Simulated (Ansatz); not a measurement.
## SrO: the gap from level to level

A database entry relaxed whole under r2SCAN at zero pressure (Fm-3m, No. 225):

```
CELL_PARAMETERS angstrom
0.00000 2.58054 2.58054
2.58054 0.00000 2.58054
2.58054 2.58054 0.00000
ATOMIC_POSITIONS crystal
Sr 0.50000 0.50000 0.50000
O 0.00000 0.00000 0.00000
```

Its volume is 17.18 Å³ an atom, +1.7 % against the entry's 16.90, which is old or was flagged in a check.

Single points on this cell with plane-wave PAW DFT (Ansatz 0.2.0; r2SCAN 500 eV, hybrids 420 eV; fermi-dirac occupations of width 0.020 eV; no moments): r2SCAN on a 10×10×10 Γ-centred mesh; HSE06 on a 8×8×8 Γ-centred mesh; PBE0 on a 8×8×8 Γ-centred mesh.

Problem. What does each level give for gap and charges?

Solution. The runs give:

```json
{"level": "r2SCAN", "gap (eV), or kind": "3.80", "pressure (GPa)": "0.0", "Bader charge of Sr (e)": "+1.53", "Bader charge of O (e)": "-1.53"}
{"level": "HSE06", "gap (eV), or kind": "4.80", "pressure (GPa)": "-0.4", "Bader charge of Sr (e)": "+1.54", "Bader charge of O (e)": "-1.54"}
{"level": "PBE0", "gap (eV), or kind": "5.53", "pressure (GPa)": "-0.5", "Bader charge of Sr (e)": "+1.54", "Bader charge of O (e)": "-1.54"}
```

Under r2SCAN the gap is 3.80 eV, over mesh and band path. HSE06 moves it by +1.00 eV and PBE0 by +1.73 eV; PBE0 keeps its exact exchange at long range, which widens the gap over HSE06's by 0.73 eV on their common mesh.

Caveats: the relaxation kept the start's symmetry; HSE06 is read on its mesh and at the zone's corners, PBE0 on its mesh alone; hybrid pressures are good to a few tenths of a GPa; pressure is positive in compression.
